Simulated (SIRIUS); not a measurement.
Rb in SIRIUS: convergence with k mesh

Input of the first run (k mesh 2 × 2 × 2); the others differ in this setting and in those tied to it:

File sirius.json:

```json
{
  "control": {
    "processing_unit": "cpu",
    "verbosity": 2,
    "num_bands_to_print": 11,
    "print_forces": true,
    "print_stress": true
  },
  "parameters": {
    "electronic_structure_method": "pseudopotential",
    "xc_functionals": ["XC_GGA_X_PBE", "XC_GGA_C_PBE"],
    "gk_cutoff": 7.8,
    "pw_cutoff": 15.6,
    "ngridk": [2, 2, 2],
    "shiftk": [0, 0, 0],
    "smearing": "cold",
    "smearing_width": 0.0018374661,
    "num_bands": 11,
    "num_mag_dims": 0,
    "num_dft_iter": 100,
    "energy_tol": 1e-08,
    "density_tol": 1e-06
  },
  "iterative_solver": {
    "type": "davidson",
    "min_tolerance": 1e-10
  },
  "mixer": {
    "type": "anderson",
    "beta": 0.7,
    "max_history": 8
  },
  "settings": {
    "tol_ne": 1e-10
  },
  "unit_cell": {
    "lattice_vectors": [
      [-5.295957464264, 5.295957464264, 5.295957464264],
      [5.295957464264, -5.295957464264, 5.295957464264],
      [5.295957464264, 5.295957464264, -5.295957464264]
    ],
    "atom_coordinate_units": "lattice",
    "atom_types": ["Rb"],
    "atom_files": {
      "Rb": "Rb.json"
    },
    "atoms": {
      "Rb": [
        [0.0, 0.0, 0.0]
      ]
    }
  }
}
```

Potentials or basis: SG15 1.2 PBE (norm-conserving).

Command:

```bash
$ upf_to_json Rb_ONCV_PBE-1.2.upf
$ OMP_NUM_THREADS=1 sirius.scf --input=sirius.json --output=out.json --task=0
```

Hardware: 1 thread of Arm Neoverse V2, with other jobs on the host.

Question: The values tried are 2 × 2 × 2, 4 × 4 × 4, 6 × 6 × 6, 7 × 7 × 7, 8 × 8 × 8, 10 × 10 × 10, 12 × 12 × 12, 15 × 15 × 15, loosest first. From which on does the pressure stay within 0.1 GPa of the tightest run that finished?

Answer: From 4 × 4 × 4 on.

```tsv
k mesh	energy less the tightest run (meV/atom)	pressure (GPa)	SCF cycles	CPU time (s)	peak memory (GiB)
2 × 2 × 2	400.33	-0.13	17	5.5	0.13
4 × 4 × 4	68.79	0.19	13	9.1	0.16
6 × 6 × 6	20.00	0.12	15	18	0.21
7 × 7 × 7	-1.84	0.09	13	20	0.23
8 × 8 × 8	6.32	0.11	14	29	0.28
10 × 10 × 10	3.44	0.11	15	47	0.37
12 × 12 × 12	1.42	0.10	14	69	0.51
15 × 15 × 15	0.00	0.10	12	110	0.77
```

Not settled before the last step: the energy (to 1 meV/atom). Meshes of other sizes hit other points, so gaps and Fermi surfaces needn't settle smoothly. The tightest run that finished is the yardstick and may itself not be fully converged.
